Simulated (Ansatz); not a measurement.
# Migration of H in Ta2C

How high is the barrier in Ta2C when interstitial H hops to an equivalent place? Supercell of 12 sites; relaxed ends, then a climbing-image band.

Program: Ansatz 0.2.0. Level of theory: DFT PBEsol, scalar-relativistic, plane waves, PAW. These are calculated values, not measurements.

1 further run of the same task is left out (set aside as unsound or not needed).

**1. The system as given**

The structure is trigonal, space group P-3m1 (No. 164). Conventional cell: a = 3.095 Å, b = 3.095 Å, c = 4.921 Å, α = 90.00°, β = 90.00°, γ = 120.00°. Ta (site symmetry 3m) is surrounded by 3 C at 2.18 Å. C (site symmetry -3m) has 6 Ta at 2.18 Å in its first shell of neighbours.

As a file:

```
CELL_PARAMETERS angstrom
3.09530 0.00000 0.00000
-1.54765 2.68061 0.00000
0.00000 0.00000 4.92108
ATOMIC_POSITIONS crystal
Ta 0.33333 0.66667 0.25288
Ta 0.66667 0.33333 0.74712
C 0.00000 0.00000 0.00000
```

It is the result of an earlier relaxation at this level (volume 13.61 Å³/atom; gap on the mesh: none (metal)).

**2. The defect cell, relaxed**

The supercell's rows are 0 -1 1; 0 -1 -1; 2 2 0 in vectors of the relaxed cell. Atom 13 is the H that will move.

input.yaml reads:

```yaml
crystal:
  lattice:
    - [1.5476503499, -2.6806090383, 4.9210802891]
    - [1.5476503499, -2.6806090383, -4.9210802891]
    - [3.0953006998, 5.3612180767, 0.0]
  atoms:
    - { symbol: Ta, position: [0.4597714301, 0.2068952365, 0.1666666667] }
    - { symbol: Ta, position: [0.9597714301, 0.7068952365, 0.1666666667] }
    - { symbol: Ta, position: [0.4597714301, 0.2068952365, 0.6666666667] }
    - { symbol: Ta, position: [0.9597714301, 0.7068952365, 0.6666666667] }
    - { symbol: Ta, position: [0.0402285699, 0.2931047635, 0.3333333333] }
    - { symbol: Ta, position: [0.5402285699, 0.7931047635, 0.3333333333] }
    - { symbol: Ta, position: [0.0402285699, 0.2931047635, 0.8333333333] }
    - { symbol: Ta, position: [0.5402285699, 0.7931047635, 0.8333333333] }
    - { symbol: C, position: [0.5, 0.5, 0.5] }
    - { symbol: C, position: [0.0, 1.0, 0.5] }
    - { symbol: C, position: [0.5, 0.5, 0.0] }
    - { symbol: C, position: [0.0, 1.0, 0.0] }
    - { symbol: H, position: [0.2550184241, 0.7426539398, -0.0022619063] }
basis:
  ecutwfc: 420
  xc_grid: 2
kpoints:
  mp_grid: { grid: [5, 5, 5], shift: [0.0, 0.0, 0.0] }
hamiltonian:
  xc: pbesol
scf:
  occupations: { method: gaussian, width: 0.1 }
output:
  forces: true
  stress: false
  eigenvalues: true
  write_density: true
  write_potential: true
  elf: true
  volumetric_format: npy
relax:
  adjacent_minimum: "off"
  f_tol: 0.02
  max_steps: 60
```

On the command line:

```bash
> ansatz run input.yaml --threads 4 --pin off --max-ram 10240MiB --backend cpu --events-out ev --progress --plain --runs-dir out
```

Further runs follow: the band, a jump of 3.10 Å.

**Question.** What will these runs give? Wanted: barrier forwards; barrier backwards; second end relative to first; highest image; neighbours of H at the start; at the top.

The runs gave:

```
                                quantity                                                          value
                        barrier forwards                                                       1.464 eV
                       barrier backwards                                                       1.464 eV
            second end relative to first                                                       0.000 eV
                           highest image                                          3 of 0 to 6, climbing
                         band iterations                                                              5
neighbours of H at the start; at the top  4 Ta at 2.17 Å, 2 Ta at 2.18 Å, 2 C at 2.47 Å; 2 Ta at 1.65 Å
```

The top lies 1.46 eV above the first end, or 57 kT at room temperature, which at an assumed attempt frequency of 10^13 s⁻¹ means a rate near 10^-12 s⁻¹. The ends differ by 1 meV at most. The input switches the test of curvatures off, so the top was not shown to be a first-order saddle. The small cell leaves errors of about a tenth of an eV. Spin-orbit coupling is left out for Ta.
